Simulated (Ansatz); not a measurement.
The system is Au.

```
Au
1.0
     2.74841    0.00000    0.00000
     0.00000    2.74841    0.00000
     0.00000    0.00000    2.74841
Au
1
Direct
  0.50000 0.50000 0.50000
```

The cell was built by a generator and needn't be a form met in nature.

Base run:

```yaml
Program: Ansatz 0.2.0
Functional: PBE
Potentials_or_basis: Ansatz PAW
Cutoff: "420 eV (not typed: the program's choice for these potentials)"
k_mesh: 10 × 10 × 10
Occupations: fermi-dirac, width 0.05 eV
Spin: no spin polarisation
```

Its results: band gap on the k mesh none (metal or under the smearing width); pressure 0.2 GPa.

Question: The run is repeated on the same cell with these changes: functional from PBE to RPBE. What comes out?

Answer: Band gap on the k mesh none (metal or under the smearing width); pressure 3.6 GPa.

RPBE binds less tightly than PBE, so the same cell stands under more pressure.

Caveats: spin-orbit coupling is left out, which moves the levels of the heavy elements; the PAW data sets come from PBE, with cores solved anew for the run's functional, which leaves a small shift of forces and pressure (some runs).
